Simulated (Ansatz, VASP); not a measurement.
# NaCl: VASP beside Ansatz

```
Na Cl
1.0
     0.00000    2.81833    2.81833
     2.81833    0.00000    2.81833
     2.81833    2.81833    0.00000
Na Cl
1 1
Direct
  0.00000 0.00000 0.00000
  0.50000 0.50000 0.50000
```

Alike in both runs: task single point; functional PBE; k mesh 6 × 6 × 6; no spin polarisation.

|  | VASP | Ansatz |
| --- | --- | --- |
| version | VASP 6.6.1 | Ansatz 0.2.0 |
| potentials or method | VASP PAW PBE potentials, release 64 (Na_pv, Cl) | plane waves, PAW |
| plane-wave cutoff (eV) | 520 | 420 |
| occupations | gaussian, width 0.01 eV | fixed |
| valence electrons in the cell | 14 | 16 |

|  | VASP | Ansatz | Ansatz less VASP |
| --- | --- | --- | --- |
| gap on the k mesh at the Fermi level (eV) | 5.11 | 5.11 | 0.000 |
| pressure (GPa) | 0.8 | 0.8 | +0.03 |

The two sets of potentials don't hold the same shells in valence.
